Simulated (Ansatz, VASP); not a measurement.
TaN: VASP beside Ansatz

File INCAR:

```
SYSTEM = TaN
  PREC = Accurate
  ENCUT = 520
  EDIFF = 1E-7
  ISMEAR = 1
  SIGMA = 0.3
  LREAL = .False.
  LASPH = .True.
  NELM = 80
  ALGO = Normal
  ISIF = 2
  LWAVE = .False.
  LCHARG = .False.
  GGA = PS
  NBANDS = 33
```

File KPOINTS:

```
Automatic mesh
0
Gamma
  5 5 7
  0 0 0
```

The input POSCAR:

```
TaN
1.0
    5.1960000000      0.0000000000      0.0000000000
   -2.5980000000      4.4998680000      0.0000000000
    0.0000000000      0.0000000000      2.9110000000
Ta N
3 3
Direct
    0.3333333333      0.6666666667      0.5000000000
    0.6666666667      0.3333333333      0.5000000000
    0.0000000000      0.0000000000      0.0000000000
    0.3928500000      0.0000000000      0.0000000000
    0.6071500000      0.6071500000      0.0000000000
    0.0000000000      0.3928500000      0.0000000000
```

Input for Ansatz:

```yaml
crystal:
  lattice:
    - [5.196, 0.0, 0.0]
    - [-2.598, 4.499868, 0.0]
    - [0.0, 0.0, 2.911]
  atoms:
    - { symbol: Ta, position: [0.3333333333333333, 0.6666666666666666, 0.5] }
    - { symbol: Ta, position: [0.6666666666666666, 0.3333333333333333, 0.5] }
    - { symbol: Ta, position: [0.0, 0.0, 0.0] }
    - { symbol: "N", position: [0.39285, 0.0, 0.0] }
    - { symbol: "N", position: [0.60715, 0.60715, 0.0] }
    - { symbol: "N", position: [0.0, 0.39285, 0.0] }
kpoints:
  mp_grid:
    grid: [5, 5, 7]
hamiltonian:
  xc: pbesol
scf:
  convergence:
    dr2_threshold: 1.0e-10
  occupations:
    method: methfessel_paxton
    width: 0.3
output:
  forces: true
  stress: true
```

Alike in both runs: task single point; functional PBEsol; k mesh 5 × 5 × 7; occupations methfessel-paxton of order 1, width 0.3 eV; no spin polarisation.

|  | VASP | Ansatz |
| --- | --- | --- |
| version | VASP 6.6.1 | Ansatz 0.2.0 |
| potentials or method | VASP PAW PBE potentials, release 64 (Ta_pv, N) | plane waves, PAW |
| plane-wave cutoff (eV) | 520 | 420 |
| valence electrons in the cell | 48 | 54 |

Ansatz gave:

- pressure (GPa): -3.8
- largest component of the traceless stress (GPa): 0.68
- rms of the force components (eV/Å): 0.004

Problem. Which values does VASP return?

Solution. Pressure (GPa): -3.0; largest component of the traceless stress (GPa): 0.74; rms of the force components (eV/Å): 0.008.

Atom by atom the forces differ by 0.004 eV/Å (rms over components). The two sets of potentials don't hold the same shells in valence.

Caveats: the PAW data sets were made with another functional, which shifts forces and pressure a little (VASP). The runs have no spin-orbit coupling, so splittings on Ta are missing.
